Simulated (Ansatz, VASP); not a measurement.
## Ga: VASP beside Ansatz

```
CELL_PARAMETERS angstrom
2.21533 -3.75230 0.00000
2.21533 3.75230 0.00000
0.00000 0.00000 4.43165
ATOMIC_POSITIONS crystal
Ga 0.34510 0.65490 0.41900
Ga 0.15490 0.84510 0.91900
Ga 0.65490 0.34510 0.58100
Ga 0.84510 0.15490 0.08100
```

Alike in both runs: task single point; functional PBEsol; k mesh 7 × 7 × 6; occupations fermi-dirac, width 0.05 eV; no spin polarisation.

|  | VASP | Ansatz |
| --- | --- | --- |
| version | VASP 6.6.1 | Ansatz 0.2.0 |
| potentials or method | VASP PAW PBE potentials, release 64 (Ga_d) | Ansatz PAW |
| plane-wave cutoff (eV) | 520 | 420 |
| valence electrons in the cell | 52 | 52 |

```csv
,VASP,Ansatz,Ansatz less VASP
gap on the k mesh at the Fermi level (eV),none,none,-
pressure (GPa),2.3,2.2,-0.10
largest component of the traceless stress (GPa),1.35,1.37,+0.019
rms of the force components (eV/Å),0.072,0.075,+0.0039
```

Atom by atom the forces differ by 0.004 eV/Å (rms over components). A gap of «none» marks a metal or a gap that the smearing closes. The functional is the same, so the differences come from potentials, cutoffs and numerics.

Caveats: the PAW data sets were made with another functional, which shifts forces and pressure a little (VASP); the PAW data sets come from PBE, with cores solved anew for the run's functional, which leaves a small shift of forces and pressure (Ansatz).
